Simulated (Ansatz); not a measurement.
Te on a mismatched substrate

Method: DFT PBE, scalar-relativistic, plane waves, PAW (Ansatz). Run with 420 eV cutoff, 12×12×6 k-mesh, Gaussian smearing of 0.01 eV, no spin polarisation.

Starting point, cell and atoms relaxed:

```xyz
3
Lattice="4.5226 0.0000 0.0000 -2.2613 3.9167 0.0000 0.0000 0.0000 5.9555" Properties=species:S:1:pos:R:3 pbc="T T T"
Te    3.3114    0.0000    1.9852
Te   -1.6557    2.8678    3.9703
Te    0.6056    1.0489    0.0000
```

The a-b plane is strained alike in both directions, as on a substrate, while c and the atoms relax within the symmetry that the strain leaves. Stress is positive in compression; energies are free energies at the smearing used, per atom.

| strain (%) | c (Å) | σ in plane (GPa) | ΔE (meV/atom) |
| --- | --- | --- | --- |
| -4.5 | 6.1328 | 1.45 | 12.52 |
| -3.0 | 6.0683 | 0.87 | 5.13 |
| -1.5 | 6.0088 | 0.38 | 1.14 |
| +0.0 | 5.9555 | -0.01 | 0.00 |
| +1.5 | 5.8994 | -0.31 | 1.10 |
| +3.0 | 5.8506 | -0.54 | 3.99 |
| +4.5 | 5.8054 | -0.72 | 8.24 |

Q: Get the biaxial modulus twice, from the stresses and from the energies of the innermost pair.

A: From stress: M = −Δσ/Δε = (0.38 − (-0.31)) / 0.030 = 23 GPa. Two in-plane directions each store σε/2, so the energy density is Mε²: M = (mean ΔE)/(V ε²) = 1.12 meV / (35.164 Å³ × 0.015²) × 0.16022 GPa Å³/meV = 23 GPa. The two agree.

Q: How well does Mε², with M from the stresses, predict the outermost points?

A: 10.2 meV predicted against 12.5 computed at -4.5 %; 10.2 meV predicted against 8.2 computed at +4.5 %. Compression costs more than stretching, the usual sign of bonds that stiffen as they shorten.

Q: How does c respond, and up to what thickness can a film with 1 % or 2 % misfit stay coherent on a thick substrate?

A: c answers with ε_c = −0.61 ε. In an isotropic solid that ratio is 2ν/(1 − ν), so ν = r/(2 + r) = 0.23. A film of thickness h stores Mε²h per area, 2.3 mJ/m² per nm at 1 %. The Matthews–Blakeslee balance for pure edge misfit dislocations, h = b/(8πf(1 + ν)) × (ln(h/b) + 1), with b taken as the in-plane vector a = 4.52 Å, solved by iteration, gives 4.9 nm at f = 1 % and 1.7 nm at 2 %. This is an isotropic estimate in which the moduli cancel; the real Burgers vector, glide system, anisotropy and slow kinetics can shift it by a factor of a few, mostly upward.